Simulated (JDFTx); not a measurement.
Ta under changes of volume

One of the cells (18.010 Å³/atom); the others are scaled copies at fixed shape and fractional positions:

```
Ta
1.0
    -1.65128    1.65128    1.65128
     1.65128   -1.65128    1.65128
     1.65128    1.65128   -1.65128
Ta
1
Cartesian
  0.0000 0.0000 0.0000
```

| Property | Result |
| --- | --- |
| Program | JDFTx 1.7.0 (patched build) |
| Functional | RPBE |
| Potentials or basis | PseudoDojo-SR-PBE-0.5-standard with smoothed tails |
| Cutoff | 789 eV |
| Density cutoff | 3157 eV |
| k mesh | 11 × 11 × 11 |
| Occupations | fermi-dirac, width 0.05 eV |
| Spin | no spin polarisation |

```tsv
volume (Å³/atom)	energy over the lowest point (meV/atom)	pressure (GPa)
16.930	94.63	20.8
17.290	?	?
17.650	26.28	10.4
18.010	8.51	6.0
18.371	0.06	2.1
18.731	0.00	-1.6
19.091	7.60	-4.9
```

Problem. What does the run at 17.290 Å³/atom give?

Solution. Energy over the lowest point 54.54 meV/atom; pressure 15.3 GPa.

Worked out: A Birch-Murnaghan fit of order 3 (a polynomial in V^(-2/3)) to the other rows has its minimum at 18.55 Å³/atom with B0 = V·E''(V) = 183 GPa and B' = 4.6. It gives 54.61 meV/atom at 17.290 Å³/atom, against the run's 54.54, and -dE/dV = 15.1 GPa, against 15.3.

Energies are extrapolated to zero smearing.

Caveats: the potentials were made for another functional, which shifts forces and pressure.
